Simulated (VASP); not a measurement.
# ZnS (F-43m): a series in uniaxial stress along [001]

How do the elastic response and the band edges of ZnS follow uniaxial stress along [001]?

Main program and level: VASP 6.6.1; LDA; plane waves and PAW (Zn, S), in the first sound run; inputs show where later runs differ.

## (1) The starting structure

It takes space group F-43m (No. 216, cubic). The conventional cell has a = 5.410 Å, b = 5.410 Å, c = 5.410 Å, α = 90.00°, β = 90.00°, γ = 90.00°. Nearest to Zn lie 4 S at 2.34 Å. S has 4 Zn at 2.34 Å nearest. Farther neighbours and most contacts between anions are not listed.

Structure file:

```xyz
2
Lattice="0.0000 2.7050 2.7050 2.7050 0.0000 2.7050 2.7050 2.7050 0.0000" Properties=species:S:1:pos:R:3 pbc="T T T"
Zn    0.0000    0.0000    0.0000
S     1.3525    1.3525    1.3525
```

## (2) Relax the crystal, LDA

The series starts from the cell that this level prefers, so that zero strain is near zero stress.

This step took 2 runs in a row; the last is shown.

Level: LDA; plane waves and PAW (Zn, S).

File INCAR:

```
SYSTEM = ZnS
PREC = Accurate
ENCUT = 450
EDIFF = 1E-07
NELM = 120
ISMEAR = 0
SIGMA = 0.02
LREAL = .FALSE.
ALGO = Normal
GGA = CA
NBANDS = 15
LASPH = .TRUE.
LORBIT = 11
LWAVE = .FALSE.
LCHARG = .FALSE.
KPAR = 12
IBRION = 2
NSW = 40
ISIF = 3
EDIFFG = -0.005
POTIM = 0.4
```

File POSCAR:

```
ZnS
1.0
    0.0000000000      2.6503118734      2.6503118734
    2.6503118734      0.0000000000      2.6503118734
    2.6503118734      2.6503118734      0.0000000000
Zn S
1 1
Direct
    0.0000000000      0.0000000000      0.0000000000
    0.2500000000      0.2500000000      0.2500000000
```

File KPOINTS:

```
Automatic mesh
0
Gamma
10 10 10
0 0 0
```

Potentials, in the order of the species: Zn and S (LDA family, release 64).

On the command line:

```bash
> mpirun -np 12 vasp_std
```

Output:

```text
[banner, memory and clock lines left out]
running   12 mpi-ranks, on    1 nodes
[...]
|                                                                             |
|           W    W    AA    RRRRR   N    N  II  N    N   GGGG   !!!           |
|           W    W   A  A   R    R  NN   N  II  NN   N  G    G  !!!           |
|           W    W  A    A  R    R  N N  N  II  N N  N  G       !!!           |
|           W WW W  AAAAAA  RRRRR   N  N N  II  N  N N  G  GGG   !            |
|           WW  WW  A    A  R   R   N   NN  II  N   NN  G    G                |
|           W    W  A    A  R    R  N    N  II  N    N   GGGG   !!!           |
|                                                                             |
|     For optimal performance we recommend to set                             |
|       NCORE = 2 up to number-of-cores-per-socket                            |
|     NCORE specifies how many cores store one orbital (NPAR=cpu/NCORE).      |
|     This setting can greatly improve the performance of VASP for DFT.       |
[...]
|     Unfortunately you need to use the default for GW and RPA                |
|     calculations (for HF NCORE is supported but not extensively tested      |
|     yet).                                                                   |
|                                                                             |

 LDA part: xc-table for (Slater(with rela. corr.)+CA(PZ))
 , standard interpolation
 POSCAR, INCAR and KPOINTS ok, starting setup
[...]
entering main loop
       N       E                     dE             d eps       ncg     rms          rms(c)
DAV:   1     0.844924030786E+02    0.84492E+02   -0.83039E+03  1417   0.133E+03
DAV:   2    -0.297509783206E+01   -0.87468E+02   -0.82414E+02  1599   0.256E+02
DAV:   3    -0.858274073898E+01   -0.56076E+01   -0.55833E+01  1753   0.659E+01
DAV:   4    -0.864432556651E+01   -0.61585E-01   -0.61569E-01  1669   0.714E+00
[...]
DAV:  11    -0.820746683201E+01    0.32620E-05   -0.10281E-05  2185   0.683E-02    0.404E-03
DAV:  12    -0.820746695399E+01   -0.12199E-06   -0.12543E-06  1697   0.113E-02    0.155E-03
DAV:  13    -0.820746695555E+01   -0.15564E-08   -0.39808E-08  1062   0.174E-03
   1 F= -.82074670E+01 E0= -.82074670E+01  d E =-.820747E+01
[...]
reached required accuracy - stopping structural energy minimisation
```

It took 2 s on 12 MPI ranks of Intel Xeon 6975P-C (Granite Rapids), shared host; peak memory 1.8 GiB; 18 s of CPU time.

Lines that name or quote the potential files are left out of all logs, and their timing lines are given in words.

OUTCAR, selected parts (step 2):

```text
  Total       -0.0065099     -0.0065099     -0.0065099      0.0000000     -0.0000000      0.0000000
  in kB       -0.2801341     -0.2801341     -0.2801341      0.0000000     -0.0000000      0.0000000
  external PRESSURE =      -0.2801341 kB  Pullay stress =       0.0000000 kB

 POSITION                                       TOTAL-FORCE (eV/Angst)
 -----------------------------------------------------------------------------------
      0.00000      0.00000      0.00000        -0.000000     -0.000000     -0.000000
      1.32516      1.32516      1.32516         0.000000      0.000000      0.000000
 -----------------------------------------------------------------------------------
    total drift:                                0.000001      0.000001      0.000001

  FREE ENERGIE OF THE ION-ELECTRON SYSTEM (eV)
  ---------------------------------------------------
  free  energy   TOTEN  =        -8.2074669555 eV

  energy  without entropy=       -8.2074669555  energy(sigma->0) =       -8.20746696

 reached required accuracy - stopping structural energy minimisation

[... 3 further parts left out ...]
[key lines of the parts left out:]
E-fermi :   2.5842
```

This run gave:

| Property | Result |
| --- | --- |
| energy(sigma→0) of the program | -8.2075 eV |
| stress, compression positive | xx, yy, zz -0.03, -0.03, -0.03 GPa |
| volume | 37.232 Å³ |
| ionic steps | 1 |

## (3) Strain across the axis, LDA

One member in full: the axis is strained by 1.5 %, and the two directions across it are strained alike until their mean stress is under 0.012 GPa or five steps are spent.

This step took 3 runs, each at a new trial strain with the atoms of the one before; the last is shown.

Level: LDA; plane waves and PAW (Zn, S); cell typed or built by script.

Edit INCAR of step 2 so:

```diff
@@ -15,7 +15,7 @@
 LCHARG = .FALSE.
-KPAR = 12
-IBRION = 2
-NSW = 40
-ISIF = 3
-EDIFFG = -0.005
-POTIM = 0.4
+KPAR = 3
+IBRION = 1
+NSW = 25
+ISIF = 2
+EDIFFG = -0.004
+POTIM = 0.3
```

File POSCAR:

```
ZnS
1.0
    0.0000000000      2.6350126670      2.6900665520
    2.6350126670      0.0000000000      2.6900665520
    2.6350126670      2.6350126670      0.0000000000
Zn S
1 1
Direct
    0.0000000000      0.0000000000      0.0000000000
    0.2500000000      0.2500000000      0.2500000000
```

KPOINTS is that of step 2.

On the command line:

```bash
> mpirun -np 3 vasp_std
```

Output:

```text
[banner, memory and clock lines left out]
running    3 mpi-ranks, on    1 nodes
[...]
LDA part: xc-table for (Slater(with rela. corr.)+CA(PZ))
 , standard interpolation
 POSCAR, INCAR and KPOINTS ok, starting setup
[...]
entering main loop
       N       E                     dE             d eps       ncg     rms          rms(c)
DAV:   1     0.832467006189E+02    0.83247E+02   -0.83723E+03  3076   0.132E+03
DAV:   2    -0.340129462137E+01   -0.86648E+02   -0.81513E+02  3536   0.252E+02
DAV:   3    -0.858806148175E+01   -0.51868E+01   -0.51667E+01  3865   0.635E+01
DAV:   4    -0.864219754383E+01   -0.54136E-01   -0.54125E-01  3676   0.685E+00
[...]
DAV:  11    -0.820588258509E+01    0.32118E-05   -0.99052E-06  4786   0.681E-02    0.379E-03
DAV:  12    -0.820588270976E+01   -0.12467E-06   -0.12427E-06  3634   0.108E-02    0.140E-03
DAV:  13    -0.820588270897E+01    0.79308E-09   -0.37207E-08  2363   0.157E-03
   1 F= -.82058827E+01 E0= -.82058827E+01  d E =-.820588E+01
 BRION: g(F)=  0.515E-47 g(S)=  0.000E+00
 reached required accuracy - stopping structural energy minimisation
```

It took 7.4 s on 3 MPI ranks; peak memory 0.47 GiB; 21 s of CPU time.

OUTCAR, selected parts (step 3):

```text
  Total       -0.0003452     -0.0003452     -0.2275059      0.0000000      0.0000000      0.0000000
  in kB       -0.0148058     -0.0148058     -9.7576413      0.0000000      0.0000000      0.0000000
  external PRESSURE =      -3.2624176 kB  Pullay stress =       0.0000000 kB

 POSITION                                       TOTAL-FORCE (eV/Angst)
 -----------------------------------------------------------------------------------
      0.00000      0.00000      0.00000         0.000000      0.000000     -0.000000
      1.31751      1.31751      1.34503        -0.000000     -0.000000      0.000000
 -----------------------------------------------------------------------------------
    total drift:                                0.000001      0.000001      0.000001

  FREE ENERGIE OF THE ION-ELECTRON SYSTEM (eV)
  ---------------------------------------------------
  free  energy   TOTEN  =        -8.2058827090 eV

  energy  without entropy=       -8.2058827090  energy(sigma->0) =       -8.20588271

[... 1 part as in an earlier step ...]

[... 3 further parts left out ...]
[key lines of the parts left out:]
E-fermi :   2.6176
```

Numbers from this step:

| Property | Result |
| --- | --- |
| energy(sigma→0) of the program | -8.2059 eV |
| stress, compression positive | xx, yy, zz 0.00, 0.00, -0.98 GPa |
| ionic steps | 1 |

## (4) Band edges, TB-mBJ with spin-orbit coupling

Short lines in KPOINTS_OPT sample the zone centre along and across the axis, for masses, and the other valleys.

Level: TB-mBJ, spin-orbit coupling; plane waves and PAW (Zn, S); cell typed or built by script.

TB-mBJ has no energy functional, so the total energy, stress and pressure in this output mean nothing.

File INCAR:

```
SYSTEM = ZnS
PREC = Accurate
ENCUT = 450
EDIFF = 1E-06
NELM = 150
ISMEAR = 0
SIGMA = 0.02
LREAL = .FALSE.
ALGO = Normal
METAGGA = MBJ
LASPH = .TRUE.
LNONCOLLINEAR = .TRUE.
MAGMOM = 0 0 0 0 0 0
NBANDS = 28
GGA_COMPAT = .FALSE.
LSORBIT = .TRUE.
LWAVE = .FALSE.
LCHARG = .FALSE.
KPAR = 3
```

POSCAR is that of step 3.

File KPOINTS:

```
Automatic mesh
0
Gamma
8 8 8
0 0 0
```

File KPOINTS_OPT:

```
Line mode
6
Line-mode
Reciprocal
  0.00000000   0.00000000   0.00000000
  0.02140687   0.02140687   0.00000000

  0.00000000   0.00000000   0.00000000
 -0.00000000  -0.02096876  -0.02096876

  0.31000000   0.31000000   0.00000000
  0.50000000   0.50000000   0.00000000

  0.00000000   0.31000000   0.31000000
  0.00000000   0.50000000   0.50000000

  0.45000000   0.45000000   0.45000000
  0.50000000   0.50000000   0.50000000

  0.45000000   0.00000000   0.00000000
  0.50000000   0.00000000   0.00000000

  0.42500000   0.42500000   0.00000000
  0.42500000   0.44596876   0.02096876

  0.50000000   0.50000000   0.50000000
  0.48517284   0.51482716   0.50000000
```

On the command line:

```bash
> mpirun -np 3 vasp_ncl
```

Output:

```text
[banner, memory and clock lines left out]
running    3 mpi-ranks, on    1 nodes
[...]
|                                                                             |
|               ----> ADVICE to this user running VASP <----                  |
|                                                                             |
|     You enforced a specific xc type in the INCAR file but a different       |
|     [... a line on the potential file left out ...]
|     I HOPE YOU KNOW WHAT YOU ARE DOING!                                     |
|                                                                             |

 LDA part: xc-table for (None), standard interpolation
 POSCAR, INCAR and KPOINTS ok, starting setup
[...]
entering main loop
       N       E                     dE             d eps       ncg     rms          rms(c)
DAV:   1     0.981736077101E+02    0.98174E+02   -0.76283E+03  4888   0.140E+03
DAV:   2    -0.148247280138E+02   -0.11300E+03   -0.10649E+03  4940   0.311E+02
DAV:   3    -0.266576018050E+02   -0.11833E+02   -0.11671E+02  5684   0.104E+02
DAV:   4    -0.269513924965E+02   -0.29379E+00   -0.29320E+00  5504   0.162E+01
[...]
DAV:  26    -0.242388456725E+02   -0.46968E-03   -0.68779E-07  2548   0.200E-02    0.545E-03
DAV:  27    -0.242389628750E+02   -0.11720E-03   -0.17637E-07  2612   0.357E-03    0.615E-03
DAV:  28    -0.242389630021E+02   -0.12708E-06   -0.62233E-08  2476   0.276E-03
   1 F= -.24238963E+02 E0= -.24238963E+02  d E =-.105118E-22  mag=    -0.0000     0.0000    -0.0000
 Start KPOINTS_OPT (optional k-point list driver)
k-point batch [1-48\48]
       N       E                     dE             ncg
DAV:   1     0.426461076570E+04   -0.14485E+05     2704
DAV:   2    -0.129902342138E+04   -0.55636E+04     2752
DAV:   3    -0.184971271222E+04   -0.55069E+03     3168
DAV:   4    -0.186027280444E+04   -0.10560E+02     3236
DAV:   5    -0.186036006716E+04   -0.87263E-01     3336
DAV:   6    -0.186036140546E+04   -0.13383E-02     3240
DAV:   7    -0.186036143311E+04   -0.27646E-04     3380
DAV:   8    -0.186036143369E+04   -0.58128E-06     2304
```

Elapsed: 1.7 min, on 3 MPI ranks; peak memory 1.1 GiB; 5.2 min of CPU time.

From OUTCAR (step 4):

```text
  LATTYP: Found a body centered tetragonal cell.
 ALAT       =     3.7264706507
 C/A-ratio  =     1.4437610298

 Subroutine GETGRP returns: Found  8 space group operations
 (whereof  8 operations were pure point group operations)

The static configuration has the point symmetry D_2d.

 Found     87 irreducible k-points:

   k-points           NKPTS =     87   k-points in BZ     NKDIM =     87   number of bands    NBANDS=     28

   dimension x,y,z NGX =    28 NGY =   28 NGZ =   28
   dimension x,y,z NGXF=    56 NGYF=   56 NGZF=   56

   ENCUT  =  450.0 eV  33.07 Ry    5.75 a.u.   6.51  6.51  6.45*2*pi/ulx,y,z

   NELECT =      18.0000    total number of electrons

 E-fermi :   3.0957

 k-point     1 :       0.0000    0.0000    0.0000
  band No.  band energies     occupation
    ...
     14       2.8722      1.00000
     15       2.9447      1.00000
     16       2.9447      1.00000
     17       2.9658      1.00000
     18       2.9658      1.00000
     19       6.8164      0.00000
     20       6.8164      0.00000
     21      10.3298      0.00000
     22      10.3298      0.00000
     23      10.4633      0.00000
    ...

 k-point     2 :       0.1250    0.0000    0.0000
  band No.  band energies     occupation
    ...
     14       2.0164      1.00000
     15       2.7529      1.00000
     16       2.7572      1.00000
     17       2.8148      1.00000
     18       2.8254      1.00000
     19       7.4825      0.00000
     20       7.4826      0.00000
     21      10.3229      0.00000
     22      10.3414      0.00000
     23      10.6388      0.00000
    ...

  Total      -92.3263620    -92.3263620    -92.6823612      0.0000000     -0.0000000      0.0000000
  in kB    -3959.8421204  -3959.8421204  -3975.1107865      0.0000000     -0.0000000      0.0000000
  external PRESSURE =   -3964.9316758 kB  Pullay stress =       0.0000000 kB

 POSITION                                       TOTAL-FORCE (eV/Angst)
 -----------------------------------------------------------------------------------
      0.00000      0.00000      0.00000        -0.000000     -0.000000     -0.000000
      1.31751      1.31751      1.34503         0.000000      0.000000      0.000000
 -----------------------------------------------------------------------------------
    total drift:                                0.000001      0.000001      0.000001

  FREE ENERGIE OF THE ION-ELECTRON SYSTEM (eV)
  ---------------------------------------------------
  free  energy   TOTEN  =       -24.2389630021 eV

  energy  without entropy=      -24.2389630021  energy(sigma->0) =      -24.23896300

 Spin-Orbit-Coupling matrix elements
 Ion:    1  E_soc:     -0.0076342
 Ion:    2  E_soc:     -0.0020880

[... 1 part as in an earlier step ...]

[... 7 further parts left out ...]
```

## (5) Band edges, r2SCAN with spin-orbit coupling

Short lines in KPOINTS_OPT sample the zone centre along and across the axis, for masses, and the other valleys.

Level: r2SCAN, spin-orbit coupling; plane waves and PAW (Zn, S); cell typed or built by script.

Edit INCAR of step 4 so:

```diff
@@ -4,3 +4,3 @@
 EDIFF = 1E-06
-NELM = 150
+NELM = 100
 ISMEAR = 0
@@ -9,3 +9,3 @@
 ALGO = Normal
-METAGGA = MBJ
+METAGGA = R2SCAN
 LASPH = .TRUE.
```

POSCAR is that of step 4.

KPOINTS is that of step 4.

KPOINTS_OPT is that of step 4.

On the command line:

```bash
> mpirun -np 3 vasp_ncl
```

Output:

```text
[banner, memory and clock lines left out]
running    3 mpi-ranks, on    1 nodes
[...]
[... a notice as in an earlier step ...]

 LDA part: xc-table for (None), standard interpolation
 POSCAR, INCAR and KPOINTS ok, starting setup
[...]
entering main loop
       N       E                     dE             d eps       ncg     rms          rms(c)
DAV:   1    -0.469729922664E+02   -0.46973E+02   -0.79899E+03  4880   0.146E+03
DAV:   2    -0.163796902011E+03   -0.11682E+03   -0.11046E+03  4932   0.330E+02
DAV:   3    -0.176047033951E+03   -0.12250E+02   -0.12099E+02  5732   0.107E+02
DAV:   4    -0.176334257957E+03   -0.28722E+00   -0.28669E+00  5612   0.166E+01
[...]
DAV:  12    -0.173304104465E+03   -0.58784E-04   -0.81958E-05  5556   0.207E-01    0.439E-02
DAV:  13    -0.173304111783E+03   -0.73182E-05   -0.28960E-05  6156   0.112E-01    0.798E-03
DAV:  14    -0.173304111566E+03    0.21696E-06   -0.13034E-06  4452   0.120E-02
   1 F= -.17330411E+03 E0= -.17330411E+03  d E =-.551059E-24  mag=    -0.0000     0.0000     0.0000
 Start KPOINTS_OPT (optional k-point list driver)
k-point batch [1-48\48]
       N       E                     dE             ncg
DAV:   1     0.353405505096E+04   -0.15216E+05     2696
DAV:   2    -0.213050121972E+04   -0.56646E+04     2752
DAV:   3    -0.270967511859E+04   -0.57917E+03     3128
DAV:   4    -0.272239352099E+04   -0.12718E+02     3224
DAV:   5    -0.272254968299E+04   -0.15616E+00     3264
DAV:   6    -0.272255300359E+04   -0.33206E-02     3248
DAV:   7    -0.272255309221E+04   -0.88623E-04     3328
DAV:   8    -0.272255309461E+04   -0.24006E-05     2500
DAV:   9    -0.272255309486E+04   -0.24294E-06     2164
```

The job ended after 3.4 min (3 MPI ranks; peak memory 1.2 GiB).

(Continued in part 2 of 2.)

[Lines on the potential files, build, host, timing and source positions are cut from VASP's logs without a mark.]

[Logs are printed without paths, hosts, clocks, repeated set-up lines and the standing remarks that a program may print on its own settings, such as how far it seeks lower states.]

[Hosts, paths, dates, database ids (printed as entryN), source tags and the programs' standing remarks are cut or masked in the printed files.]

[In band tables of VASP the shares of atoms and orbitals are scaled to a sum of 1 inside the atoms' spheres.]
